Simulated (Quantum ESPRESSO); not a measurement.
# Zn: phonons at points of the zone under several settings

```xyz
1
Lattice="-1.5690 1.5690 1.5690 1.5690 -1.5690 1.5690 1.5690 1.5690 -1.5690" Properties=species:S:1:pos:R:3 pbc="T T T"
Zn    0.0000    0.0000    0.0000
```

This isn't the form of Zn at room conditions, which is hcp.

All runs used Quantum ESPRESSO 7.5; potentials Ansatz NC SR PBE; k mesh 10 × 10 × 10; given cell, atoms relaxed; no spin polarisation; cutoff 1143 eV; occupations cold, width 0.2 eV.

```csv
level,point,frequencies (cm⁻¹)
PBE,"H (0.500, -0.500, 0.500)",131 131 131
PBE,"N (0.000, 0.000, 0.500)",?
PBE,"P (0.250, 0.250, 0.250)",217 217 217
```

What stands in the row left open?

Frequencies 72i 94 154 cm⁻¹.

Values marked i are imaginary: the cell is unstable against those modes at that level, or the meshes are too thin.

Caveats: the mesh is thin for the phonons of a metal; some modes are imaginary (some runs); the q point doesn't lie on the k mesh, which can shift a metal's frequencies strongly unless the mesh is converged (some runs).

For the row left open. Caveat: the mesh is thin for the phonons of a metal; some modes are imaginary.
